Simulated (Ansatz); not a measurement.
The system is Y.

```xyz
1
Lattice="0.0000 2.5520 2.5520 2.5520 0.0000 2.5520 2.5520 2.5520 0.0000" Properties=species:S:1:pos:R:3 pbc="T T T"
Y     0.0000    0.0000    0.0000
```

This isn't the form of Y at room conditions, which is hcp.

| Quantity | Value |
| --- | --- |
| Program | Ansatz 0.2.0 |
| Task | relaxation of cell and atoms |
| Functional | PBE |
| Potentials or basis | all-electron LAPW, relativistic spinors |
| Basis error allowed | 0.001 eV/atom |
| k mesh | 7 × 7 × 7 |
| Occupations | fermi-dirac, width 0.05 eV |
| Spin | spin-orbit coupling, no magnetisation |

At the start: volume 33.24 Å³/atom.

**Question.** Where does the relaxation end?

**Answer.** Over 4 steps the energy falls by 2.6 meV/atom and the volume is 32.41 Å³/atom (-2.5 %); space group Fm-3m (No. 225, to 0.05 Å).

The path:
| step | energy change (eV) | largest force (eV/Å) | volume (Å³) |
| --- | --- | --- | --- |
| 1 | 0.0000 | 0.0000 | 33.24 |
| 2 | -0.0025 | 0.0000 | 32.49 |
| 3 | -0.0026 | 0.0000 | 32.41 |
| 4 | -0.0026 | 0.0000 | 32.41 |

Final structure:
```cif
data_structure
_symmetry_space_group_name_H-M 'P 1'
_symmetry_Int_Tables_number 1
_cell_length_a 3.5786
_cell_length_b 3.5786
_cell_length_c 3.5786
_cell_angle_alpha 60.000
_cell_angle_beta 60.000
_cell_angle_gamma 60.000
_cell_volume 32.41
loop_
_atom_site_label
_atom_site_type_symbol
_atom_site_fract_x
_atom_site_fract_y
_atom_site_fract_z
_atom_site_occupancy
Y1 Y 0.00000 0.00000 0.00000 1
```

Caveat: the k mesh is thin for a metal, which can move the energy by tens of meV per atom.
